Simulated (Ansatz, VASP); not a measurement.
**Na: VASP beside Ansatz**

Contents of INCAR:

```
ALGO = Normal
EDIFF = 1E-7
ENCUT = 520
GGA = CA
ISIF = 2
ISMEAR = -1
LASPH = True
LCHARG = True
LELF = True
LREAL = False
LVHAR = True
LWAVE = False
NBANDS = 10
NELM = 60
PREC = Accurate
SIGMA = 0.1
```

KPOINTS

```
k-points
0
Gamma
  11 11 11
```

POSCAR

```
Na
1.0
   -2.0287155323      2.0287155323      2.0287155323
    2.0287155323     -2.0287155323      2.0287155323
    2.0287155323      2.0287155323     -2.0287155323
Na
1
Direct
    0.0000000000      0.0000000000      0.0000000000
```

Input for Ansatz:

```yaml
crystal:
  lattice:
    - [-2.0287155323, 2.0287155323, 2.0287155323]
    - [2.0287155323, -2.0287155323, 2.0287155323]
    - [2.0287155323, 2.0287155323, -2.0287155323]
  atoms:
    - { symbol: Na, position: [0.0, 0.0, 0.0] }
hamiltonian:
  xc: lda
  pseudopotentials:
    kind: paw
    azcp:
      Na: "pseudopotentials/Na.paw.azcp"
basis:
  ecutwfc: 500
  fft_grid_basis: typed
kpoints:
  mp_grid: { grid: [11, 11, 11], shift: [0, 0, 0] }
magnetization:
  spin_polarized: false
scf:
  occupations: { method: fermi_dirac, width: 0.1 }
  lower_state_search: "off"
output:
  stress: true
  write_density: true
  write_potential: true
  elf: true
  volumetric_format: npy
```

Alike in both runs: task single point; functional LDA; k mesh 11 × 11 × 11; occupations fermi-dirac, width 0.1 eV; no spin polarisation.

|  | VASP | Ansatz |
| --- | --- | --- |
| version | VASP 6.6.1 | Ansatz 0.2.0 |
| potentials or method | VASP PAW LDA potentials, release 64 (Na_pv) | plane waves (500 eV) with PAW, scalar-relativistic |
| plane-wave cutoff (eV) | 520 | 500 |
| valence electrons in the cell | 7 | 9 |

```csv
,VASP,Ansatz,Ansatz less VASP
pressure (GPa),0.0,0.0,+0.01
```

The two sets of potentials don't hold the same shells in valence. Ansatz warned: «pseudo_functional_mismatch».
